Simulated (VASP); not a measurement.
# Si in VASP: how settings move the PBE single point, part 2 of 2

VASP 6.6.1, plane waves, PAW; reference level PBE. The steps go on from the part before.

### 4 Altered input 2

INCAR reads:

```
ENCUT = 520.000000
EDIFF = 1.00e-07
GGA = PE
PREC = Accurate
IBRION = -1
ISIF = 2
NBANDS = 11
NSW = 0
LASPH = .TRUE.
LCHARG = .FALSE.
LWAVE = .FALSE.
LREAL = .FALSE.
ISMEAR = -5
SIGMA = 0.5
NELM = 71
```

KPOINTS reads:

```
KPOINTS created by Atomic Simulation Environment
0
Gamma
8 8 8
0 0 0
```

POSCAR reads:

```
Si
 1.0000000000000000
     0.0000000000000000    2.6676765176999999    2.7620476182000000
     2.6676765176999999    0.0000000000000000    2.7620476182000000
     2.6676765176999999    2.6676765176999999    0.0000000000000000
 Si
   2
Cartesian
  0.0000000000000000  0.0000000000000000  0.0000000000000000
  1.3338382588500000  1.3338382588500000  1.3810238091000000
```

Launch:

```console
> mpirun -np 1 vasp_std
```

Standard output, without the iteration lines:

```text
POSCAR found type information on POSCAR Si
 POSCAR found :  1 types and       2 ions
 LDA part: xc-table for (Slater+PW92), standard interpolation
 POSCAR, INCAR and KPOINTS ok, starting setup
 FFT: planning ... GRIDC
 FFT: planning ... GRID_SOFT
 FFT: planning ... GRID
 WAVECAR not read
 entering main loop
```

OSZICAR:

```text
N       E                     dE             d eps       ncg     rms          rms(c)
DAV:   1     0.639536512151E+01    0.63954E+01   -0.31304E+03  1298   0.563E+02
DAV:   2    -0.104649539038E+02   -0.16860E+02   -0.16311E+02  1796   0.846E+01
DAV:   3    -0.110055144446E+02   -0.54056E+00   -0.53888E+00  1632   0.124E+01
DAV:   4    -0.110096098318E+02   -0.40954E-02   -0.40950E-02  1556   0.141E+00
DAV:   5    -0.110096487097E+02   -0.38878E-04   -0.38877E-04  1619   0.125E-01    0.500E+00
DAV:   6    -0.108764841793E+02    0.13316E+00   -0.77163E-02  1475   0.114E+00    0.305E+00
DAV:   7    -0.108165224819E+02    0.59962E-01   -0.14613E-01  1503   0.168E+00    0.201E-01
DAV:   8    -0.108177632631E+02   -0.12408E-02   -0.62448E-03  1481   0.430E-01    0.825E-02
DAV:   9    -0.108179595240E+02   -0.19626E-03   -0.18675E-04  1607   0.849E-02    0.610E-02
DAV:  10    -0.108179845914E+02   -0.25067E-04   -0.21403E-05  1544   0.268E-02    0.613E-03
DAV:  11    -0.108179850809E+02   -0.48952E-06   -0.21001E-06  1561   0.753E-03    0.339E-03
DAV:  12    -0.108179852054E+02   -0.12455E-06   -0.42433E-07  1491   0.411E-03    0.228E-03
DAV:  13    -0.108179852512E+02   -0.45733E-07   -0.48880E-09   937   0.469E-04
   1 F= -.10817985E+02 E0= -.10817985E+02  d E =0.000000E+00
```

Parts of OUTCAR:

```text
k-points           NKPTS =     59   k-points in BZ     NKDIM =     59   number of bands    NBANDS=     11

   NELECT =       8.0000    total number of electrons

   dimension x,y,z NGX =    30 NGY =   30 NGZ =   28
   dimension x,y,z NGXF=    60 NGYF=   60 NGZF=   56

  energy-cutoff  :      520.00
  volume of cell :       39.31
      direct lattice vectors                 reciprocal lattice vectors
     0.000000000  2.667676518  2.762047618    -0.187429022  0.187429022  0.181025119
     2.667676518  0.000000000  2.762047618     0.187429022 -0.187429022  0.181025119
     2.667676518  2.667676518  0.000000000     0.187429022  0.187429022 -0.181025119

 k-points in reciprocal lattice and weights: KPOINTS created by Atomic Simulation Env
   0.00000000  0.00000000  0.00000000       0.002
   0.12500000  0.00000000  0.00000000       0.016
   0.25000000  0.00000000  0.00000000       0.016
   0.37500000  0.00000000  0.00000000       0.016
   0.50000000  0.00000000  0.00000000       0.008
   0.12500000  0.12500000  0.00000000       0.004
   0.25000000  0.12500000  0.00000000       0.016
   0.37500000  0.12500000  0.00000000       0.016
[... 51 more k-points ...]

 E-fermi :   6.2132

 k-point     1 :       0.0000    0.0000    0.0000
  band No.  band energies     occupation
      1      -6.0685      2.00000
      2       5.8456      2.00000
      3       6.1036      2.00000
      4       6.1036      2.00000
      5       8.5536      0.00000
      6       8.5536      0.00000
      7       8.6768      0.00000
      8       9.5851      0.00000
      9      13.4164      0.00000
     10      14.0506      0.00000
     11      14.0695      0.00000

 k-point     2 :       0.1250    0.0000    0.0000
  band No.  band energies     occupation
      1      -5.8609      2.00000
      2       4.4083      2.00000
      3       5.6278      2.00000
      4       5.8254      2.00000
      5       8.5475      0.00000
      6       8.9940      0.00000
      7       9.0752      0.00000
      8      10.8864      0.00000
      9      13.0012      0.00000
     10      13.5122      0.00000
     11      14.8473      0.00000

 k-point     3 :       0.2500    0.0000    0.0000
  band No.  band energies     occupation
      1      -5.2550      2.00000
      2       2.0584      2.00000
      3       5.1142      2.00000
      4       5.3809      2.00000
      5       8.0783      0.00000
      6       9.5117      0.00000
      7       9.5877      0.00000
      8      12.9714      0.00000
      9      13.2527      0.00000
     10      13.3018      0.00000
     11      15.1065      0.00000

 k-point     4 :       0.3750    0.0000    0.0000
  band No.  band energies     occupation
      1      -4.3435      2.00000
      2       0.0081      2.00000
      3       4.7556      2.00000
      4       5.0790      2.00000
      5       7.7034      0.00000
      6       9.3884      0.00000
      7       9.5914      0.00000
      8      13.9519      0.00000
      9      14.5506      0.00000
     10      14.6793      0.00000
     11      15.9284      0.00000

[... the tables of k-points 5 to 59 left out ...]

  Total        1.2152901      1.2152901      0.3410200      0.0000000      0.0000000      0.0000000
  in kB       49.5293989     49.5293989     13.8983401      0.0000000      0.0000000      0.0000000
  external PRESSURE =      37.6523793 kB  Pullay stress =       0.0000000 kB

 POSITION                                       TOTAL-FORCE (eV/Angst)
 -----------------------------------------------------------------------------------
      0.00000      0.00000      0.00000         0.000000      0.000000      0.000000
      1.33384      1.33384      1.38102         0.000000     -0.000000     -0.000000
 -----------------------------------------------------------------------------------
    total drift:                               -0.000000     -0.000000     -0.000000

  FREE ENERGIE OF THE ION-ELECTRON SYSTEM (eV)
  ---------------------------------------------------
  free  energy   TOTEN  =       -10.8179852512 eV

  energy  without entropy=      -10.8179852512  energy(sigma->0) =      -10.81798525
```

Wall time 23 s (1 MPI rank of Intel Xeon Platinum 8488C, shared host); peak memory 0.16 GiB.

Changed: ISMEAR = -5, SIGMA = 0.5, NELM = 71. The run ends normally. Against the reference the energy moves by less than 0.1 meV/atom.

### 5 Altered input 3

INCAR reads:

```
SIGMA = 0.020000
EDIFF = 1.00e-07
GGA = PE
PREC = Accurate
IBRION = -1
ISIF = 2
ISMEAR = -1
NBANDS = 11
NSW = 0
LASPH = .TRUE.
LCHARG = .FALSE.
LWAVE = .FALSE.
LREAL = .FALSE.
ENCUT = 800
ALGO = Conjugate
NELM = 74
```

KPOINTS reads:

```
KPOINTS created by Atomic Simulation Environment
0
Gamma
8 8 8
0 0 0
```

POSCAR reads:

```
Si
 1.0000000000000000
     0.0000000000000000    2.6676765176999999    2.7620476182000000
     2.6676765176999999    0.0000000000000000    2.7620476182000000
     2.6676765176999999    2.6676765176999999    0.0000000000000000
 Si
   2
Cartesian
  0.0000000000000000  0.0000000000000000  0.0000000000000000
  1.3338382588500000  1.3338382588500000  1.3810238091000000
```

Launch:

```console
> mpirun -np 1 vasp_std
```

Standard output, without the iteration lines:

```text
POSCAR found type information on POSCAR Si
 POSCAR found :  1 types and       2 ions
 LDA part: xc-table for (Slater+PW92), standard interpolation
 POSCAR, INCAR and KPOINTS ok, starting setup
 FFT: planning ... GRIDC
 FFT: planning ... GRID_SOFT
 FFT: planning ... GRID
 WAVECAR not read
 entering main loop
 gam= 0.000 g(H,U,f)=  0.981E-01 0.376E-01 0.518E-09 ort(H,U,f) = 0.000E+00 0.000E+00 0.000E+00
 gam= 0.000 trial= 0.400  step=  0.7748 mean=  0.4000
 gam= 0.091 g(H,U,f)=  0.663E-02 0.576E-02 0.445E-08 ort(H,U,f) =-0.151E-01 0.148E-01 0.116E-07
 gam= 0.091 trial= 0.437  step=  1.1046 mean=  0.4375
 gam= 0.160 g(H,U,f)=  0.164E-02 0.337E-03 0.393E-08 ort(H,U,f) =-0.175E-02 0.173E-02 0.204E-07
 gam= 0.160 trial= 0.504  step=  0.9608 mean=  0.5042
 gam= 0.088 g(H,U,f)=  0.169E-03 0.411E-05 0.132E-09 ort(H,U,f) =-0.701E-04 0.676E-04 0.201E-08
 gam= 0.088 trial= 0.550  step=  0.8405 mean=  0.5498
 gam= 0.057 g(H,U,f)=  0.982E-05 0.581E-07 0.212E-12 ort(H,U,f) = 0.367E-06-0.464E-06 0.130E-10
 gam= 0.057 trial= 0.579  step=  0.8370 mean=  0.5789
 gam= 0.082 g(H,U,f)=  0.768E-06 0.377E-07 0.446E-13 ort(H,U,f) =-0.100E-06 0.436E-08-0.439E-12
 gam= 0.082 trial= 0.605  step=  0.9230 mean=  0.6047
 gam= 0.096 g(H,U,f)=  0.695E-07 0.806E-08 0.191E-13 ort(H,U,f) = 0.207E-07 0.174E-07 0.573E-14
 gam= 0.096 trial= 0.637  step=  0.7088 mean=  0.6365
 gam= 0.000 g(H,U,f)=  0.880E-08 0.239E-08 0.566E-14 ort(H,U,f) = 0.169E-07 0.530E-08 0.107E-13
 gam= 0.000 trial= 0.644  step=  1.0042 mean=  0.6438
 final diagonalization occupied
```

OSZICAR:

```text
N       E                     dE             d eps       ncg     rms           ort
DAV:   1     0.107739541918E+02    0.10774E+02   -0.51239E+03   649   0.936E+02
DAV:   2    -0.102566015351E+02   -0.21031E+02   -0.19949E+02   649   0.985E+01
DAV:   3    -0.110038301401E+02   -0.74723E+00   -0.74452E+00   649   0.155E+01
DAV:   4    -0.110097892554E+02   -0.59591E-02   -0.59581E-02   649   0.162E+00
DAV:   5    -0.110098436061E+02   -0.54351E-04   -0.54350E-04   649   0.149E-01
SDA:   6    -0.107577678206E+02    0.25208E+00   -0.54350E-04   649   0.136E+00   0.000E+00
CGA:   7    -0.108102857287E+02   -0.52518E-01   -0.52566E-01   649   0.124E-01  -0.262E-03
CGA:   8    -0.108171087940E+02   -0.68231E-02   -0.68286E-02   649   0.198E-02  -0.193E-04
CGA:   9    -0.108180587658E+02   -0.94997E-03   -0.95057E-03   649   0.173E-03  -0.249E-05
CGA:  10    -0.108181315618E+02   -0.72796E-04   -0.72811E-04   649   0.988E-05  -0.972E-07
CGA:  11    -0.108181356806E+02   -0.41188E-05   -0.41312E-05   649   0.806E-06  -0.956E-07
CGA:  12    -0.108181360546E+02   -0.37400E-06   -0.36822E-06   649   0.776E-07   0.382E-07
SDA:  13    -0.108181360839E+02   -0.29291E-07   -0.28807E-07   649   0.112E-07   0.222E-07
   1 F= -.10818136E+02 E0= -.10818136E+02  d E =-.244400E-06
```

From OUTCAR:

```text
k-points           NKPTS =     59   k-points in BZ     NKDIM =     59   number of bands    NBANDS=     11

   NELECT =       8.0000    total number of electrons

   dimension x,y,z NGX =    36 NGY =   36 NGZ =   36
   dimension x,y,z NGXF=    72 NGYF=   72 NGZF=   72

  energy-cutoff  :      800.00
  volume of cell :       39.31
      direct lattice vectors                 reciprocal lattice vectors
     0.000000000  2.667676518  2.762047618    -0.187429022  0.187429022  0.181025119
     2.667676518  0.000000000  2.762047618     0.187429022 -0.187429022  0.181025119
     2.667676518  2.667676518  0.000000000     0.187429022  0.187429022 -0.181025119

 k-points in reciprocal lattice and weights: KPOINTS created by Atomic Simulation Env
   0.00000000  0.00000000  0.00000000       0.002
   0.12500000  0.00000000  0.00000000       0.016
   0.25000000  0.00000000  0.00000000       0.016
   0.37500000  0.00000000  0.00000000       0.016
   0.50000000  0.00000000  0.00000000       0.008
   0.12500000  0.12500000  0.00000000       0.004
   0.25000000  0.12500000  0.00000000       0.016
   0.37500000  0.12500000  0.00000000       0.016
[... 51 more k-points ...]

 E-fermi :   6.2946

 k-point     1 :       0.0000    0.0000    0.0000
  band No.  band energies     occupation
      1      -6.0685      2.00000
      2       5.8455      2.00000
      3       6.1036      1.99986
      4       6.1036      1.99986
      5       8.5536      0.00000
      6       8.5536      0.00000
      7       8.6768      0.00000
      8       9.5852      0.00000
      9      13.4163      0.00000
     10      14.0506      0.00000
     11      14.0695      0.00000

 k-point     2 :       0.1250    0.0000    0.0000
  band No.  band energies     occupation
      1      -5.8609      2.00000
      2       4.4083      2.00000
      3       5.6278      2.00000
      4       5.8253      2.00000
      5       8.5475      0.00000
      6       8.9940      0.00000
      7       9.0752      0.00000
      8      10.8864      0.00000
      9      13.0012      0.00000
     10      13.5121      0.00000
     11      14.8473      0.00000

 k-point     3 :       0.2500    0.0000    0.0000
  band No.  band energies     occupation
      1      -5.2550      2.00000
      2       2.0584      2.00000
      3       5.1141      2.00000
      4       5.3809      2.00000
      5       8.0783      0.00000
      6       9.5117      0.00000
      7       9.5876      0.00000
      8      12.9714      0.00000
      9      13.2527      0.00000
     10      13.3018      0.00000
     11      15.1065      0.00000

 k-point     4 :       0.3750    0.0000    0.0000
  band No.  band energies     occupation
      1      -4.3435      2.00000
      2       0.0081      2.00000
      3       4.7555      2.00000
      4       5.0789      2.00000
      5       7.7034      0.00000
      6       9.3884      0.00000
      7       9.5914      0.00000
      8      13.9519      0.00000
      9      14.5506      0.00000
     10      14.6792      0.00000
     11      15.9283      0.00000

[... the tables of k-points 5 to 59 left out ...]

  Total        1.2180167      1.2180167      0.3438150      0.0000000      0.0000000      0.0000000
  in kB       49.6405198     49.6405198     14.0122497      0.0000000      0.0000000      0.0000000
  external PRESSURE =      37.7644298 kB  Pullay stress =       0.0000000 kB

 POSITION                                       TOTAL-FORCE (eV/Angst)
 -----------------------------------------------------------------------------------
      0.00000      0.00000      0.00000         0.000000      0.000000     -0.000000
      1.33384      1.33384      1.38102        -0.000000     -0.000000      0.000000
 -----------------------------------------------------------------------------------
    total drift:                                0.000000      0.000000     -0.000000

  FREE ENERGIE OF THE ION-ELECTRON SYSTEM (eV)
  ---------------------------------------------------
  free  energy   TOTEN  =       -10.8181360839 eV

  energy  without entropy=      -10.8181358395  energy(sigma->0) =      -10.81813596
```

It took 30 s on 1 MPI rank of Intel Xeon Platinum 8488C, shared host; peak memory 0.25 GiB.

Changed: ENCUT = 800, ALGO = Conjugate, NELM = 74. VASP runs to the end. Against the reference the energy moves by -0.1 meV/atom.

### 6 Comparison

The summary covers parts 1 to 2.

| run | changed | ending | energy change (meV/atom) | pressure (GPa) | gap on the mesh (eV; negative: overlap) | electronic steps | time | usable |
| --- | --- | --- | --- | --- | --- | --- | --- | --- |
| ref. | – | converged | 0 | 3.8 | 0.40 | 13 | 25 s | yes |
| 1 | PREC = High, ISPIN = 2, MAGMOM = 0.5 0.5 | converged | 0.0 | 3.8 | – | 15 | 50 s | yes |
| 2 | ISMEAR = -5, SIGMA = 0.5, NELM = 71 | converged | 0.0 | 3.8 | 0.40 | 13 | 23 s | yes |
| 3 | ENCUT = 800, ALGO = Conjugate, NELM = 74 | converged | -0.1 | 3.8 | 0.40 | 13 | 30 s | yes |

**Reading.** Of 3 altered inputs, 3 gave usable results. Among the usable ones with comparable energies, «ENCUT = 800, ALGO = Conjugate, NELM = 74» moves the energy most, by -0.1 meV/atom.
